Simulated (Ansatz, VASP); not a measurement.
**Ge: VASP beside Ansatz**

The input INCAR:

```
SYSTEM = Ge
ALGO = Normal
EDIFF = 1E-6
ENCUT = 520
GGA = CA
ISIF = 2
ISMEAR = -1
LASPH = .True.
LCHARG = .False.
LREAL = .False.
LWAVE = .False.
NBANDS = 13
NELM = 80
PREC = Accurate
SIGMA = 0.05
```

The input KPOINTS:

```
k-points
0
Gamma
  11 11 10
  0 0 0
```

POSCAR

```
Ge
1.0
    1.4155346479     -2.6347372402      0.0000000000
    1.4155346479      2.6347372402      0.0000000000
    0.0000000000      0.0000000000      2.7337381113
Ge
1
Direct
    0.5000000000      0.5000000000      0.0000000000
```

input.yaml

```yaml
crystal:
  lattice:
    - [1.4155346479, -2.6347372402, 0.0]
    - [1.4155346479, 2.6347372402, 0.0]
    - [0.0, 0.0, 2.7337381113]
  atoms:
    - { symbol: Ge, position: [0.5, 0.5, 0.0] }
hamiltonian:
  xc: lda
  pseudopotentials: { kind: paw }
kpoints:
  mp_grid: { grid: [11, 11, 10] }
scf:
  occupations: { method: fermi_dirac, width: 0.05 }
output:
  forces: true
  stress: true
  eigenvalues: true
  write_density: true
  write_potential: true
  elf: true
  volumetric_format: npy
```

This isn't the form of Ge at room conditions, which is diamond.

Alike in both runs: task single point; functional LDA; k mesh 11 × 11 × 10; occupations fermi-dirac, width 0.05 eV; no spin polarisation.

|  | VASP | Ansatz |
| --- | --- | --- |
| version | VASP 6.6.1 | Ansatz 0.2.0 |
| potentials or method | VASP PAW LDA potentials, release 64 (Ge_d) | Ansatz PAW |
| plane-wave cutoff (eV) | 520 | 420 |
| valence electrons in the cell | 14 | 14 |

|  | VASP | Ansatz | Ansatz less VASP |
| --- | --- | --- | --- |
| gap on the k mesh at the Fermi level (eV) | none | none | - |
| pressure (GPa) | -7.6 | -7.5 | +0.10 |
| largest component of the traceless stress (GPa) | 1.37 | 1.36 | -0.011 |

A gap of «none» marks a metal or a gap that the smearing closes.

Caveats: the PAW data sets come from PBE, with cores solved anew for the run's functional, which leaves a small shift of forces and pressure (Ansatz).
